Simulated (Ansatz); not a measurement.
The system is Si2W.

```
W Si
1.0
     4.61685    0.00000    0.00000
    -2.30843    3.99831    0.00000
     0.00000    0.00000    6.65322
W Si
3 6
Cartesian
  2.3084 0.0000 3.3266
  1.1542 1.9992 5.5444
  -1.1542 1.9992 1.1089
  1.1332 0.6542 1.1089
  3.4837 0.6542 5.5444
  0.0000 1.3085 3.3266
  1.1753 3.3441 1.1089
  -1.1753 3.3441 5.5444
  2.3084 2.6899 3.3266
```

Measurements of this composition are mostly on another form, of space group No. 139.

| Quantity | Value |
| --- | --- |
| Program | Ansatz 0.2.0 |
| Task | relaxation of cell and atoms |
| Functional | BLYP |
| Dispersion | D3(BJ) |
| Potentials or basis | Ansatz PAW |
| Cutoff | 420 eV (not typed: the program's choice for these potentials) |
| k mesh | 7 × 7 × 4 |
| Occupations | fermi-dirac, width 0.05 eV |
| Spin | no spin polarisation |

At the start: volume 13.65 Å³/atom.

Q: How do energy, volume and symmetry change on relaxing?

A: It ends after 7 steps and the volume is 13.17 Å³/atom (-3.5 %); space group P6_222 (No. 180, to 0.05 Å).

The path:
```tsv
step	energy change (eV)	largest force (eV/Å)	volume (Å³)
1	0.0000	0.0083	122.82
2	-0.0905	0.1040	116.95
3	-0.1063	0.0111	118.61
4	-0.1065	0.0025	118.51
5	-0.1053	0.0026	118.51
6	-0.1053	0.0000	118.50
7	-0.1053	0.0000	118.50
```

Final structure:
```
W Si
1.0
     4.56641    0.00000    0.00000
    -2.28321    3.95463    0.00000
     0.00000    0.00000    6.56187
W Si
3 6
Direct
  0.50000 0.00000 0.50000
  0.50000 0.50000 0.83333
  0.00000 0.50000 0.16667
  0.32695 0.16347 0.16667
  0.83653 0.16347 0.83333
  0.16347 0.32695 0.50000
  0.67305 0.83653 0.16667
  0.16347 0.83653 0.83333
  0.83653 0.67305 0.50000
```

Caveat: the plane-wave basis is chosen anew once the cell has moved, so the energies of steps on either side of that aren't comparable; the PAW data sets come from PBE, with cores solved anew for the run's functional, which leaves a small shift of forces and pressure.
